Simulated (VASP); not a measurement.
Molecule: C2H6, in a box.

```xyz
8
Lattice="13.0840 0.0000 0.0000 0.0000 13.5840 0.0000 0.0000 0.0000 14.0840" Properties=species:S:1:pos:R:3 pbc="T T T"
C     7.2880    6.9656    7.1254
C     5.7914    6.7177    6.9582
H     7.5092    7.4853    8.0696
H     7.8564    6.0235    7.1300
H     7.6893    7.5853    6.3096
H     5.3928    6.0977    7.7753
H     5.5731    6.1979    6.0130
H     5.2255    7.6614    6.9539
```

Program: VASP 6.6.1. Alike in all runs: potentials or basis VASP PAW PBE potentials, release 64 (C, H); no spin polarisation; cell as given; k mesh 1 × 1 × 1; cutoff (eV) 400; smearing gaussian 0.01 eV. Hardware: 4 MPI ranks on AMD EPYC 9R14 (Zen 4) (shared host).

Q: Order these runs on this cell by their wall time, lowest first.
A. task single point; level RPBE+D3(BJ)
B. task single point; level HSE06+D3(BJ); grid for exact exchange (PRECFOCK) Fast; screening parameter 0.2 1/A
C. task vibrations by finite differences; level PBE+D3(BJ)
D. task single point; level optB86b-vdW

A: A (30 s), B (68 s), D (290 s), C (1300 s).

Caveats: some modes are imaginary (some runs).
